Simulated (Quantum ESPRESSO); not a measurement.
Runs of Quantum ESPRESSO 7.5 on Cr. Symmetry: Cmcm, No. 63, orthorhombic system. Conventional cell: a = 2.294 Å, b = 4.934 Å, c = 4.064 Å, α = 90.00°, β = 90.00°, γ = 90.00°. Cr (site symmetry m2m) is surrounded by 8 Cr at 2.29 to 2.62 Å. This isn't the form of Cr at room conditions, which is bcc.

| task | level | potentials or basis | spin | U | k mesh | hubbard projectors | dos occupations | form of the LDA correlation | mesh quality | gap on the mesh (eV) | pressure (GPa) | moment (μB) | largest force (eV/Å) |
| --- | --- | --- | --- | --- | --- | --- | --- | --- | --- | --- | --- | --- | --- |
| projected density of states | PBEsol+U | GBRV 1.5 PBEsol | collinear, antiferromagnetic start | Cr d U = 5 eV | 6 × 6 × 3 | ortho-atomic | tetrahedra_opt | - | coarse | none | 97.3 | 0.00 | 0.43 |
| projected density of states | PBEsol+U | GBRV 1.5 PBEsol | collinear, antiferromagnetic start | Cr d U = 4 eV | 6 × 6 × 3 | ortho-atomic | tetrahedra_opt | - | coarse | none | 84.8 | 0.00 | 0.46 |
| projected density of states | PBEsol+U | GBRV 1.5 PBEsol | collinear, antiferromagnetic start | Cr d U = 3 eV | 6 × 6 × 3 | ortho-atomic | tetrahedra_opt | - | coarse | none | 25.6 | 0.00 | (a) |
| projected density of states | PBEsol+U | GBRV 1.5 PBEsol | collinear, antiferromagnetic start | Cr d U = 2 eV | 6 × 6 × 3 | ortho-atomic | tetrahedra_opt | - | coarse | none | 11.5 | 0.00 | 0.11 |
| projected density of states | PBEsol+U | GBRV 1.5 PBEsol | collinear, antiferromagnetic start | Cr d U = 8 eV | 6 × 6 × 3 | ortho-atomic | tetrahedra_opt | - | coarse | none | 116.1 | 0.00 | 0.52 |
| projected density of states | PBEsol+U | GBRV 1.5 PBEsol | collinear, antiferromagnetic start | Cr d U = 6 eV | 6 × 6 × 3 | ortho-atomic | tetrahedra_opt | - | coarse | none | 104.5 | 0.00 | 0.46 |

Alike in all rows: cell as given; cutoff (eV) 612; smearing fermi-dirac 0.05 eV.

Problem. Estimate the missing entries.

Solution. (a) 0.25.

Caveats: all runs use coarse meshes; the U is typed as a test and isn't derived for this compound; a pressure of tens of GPa on the cell as given is suspect, and the run, the potentials or the cell itself is likely at fault (some runs).

A gap of «none» marks a metal or a gap under the smearing width.
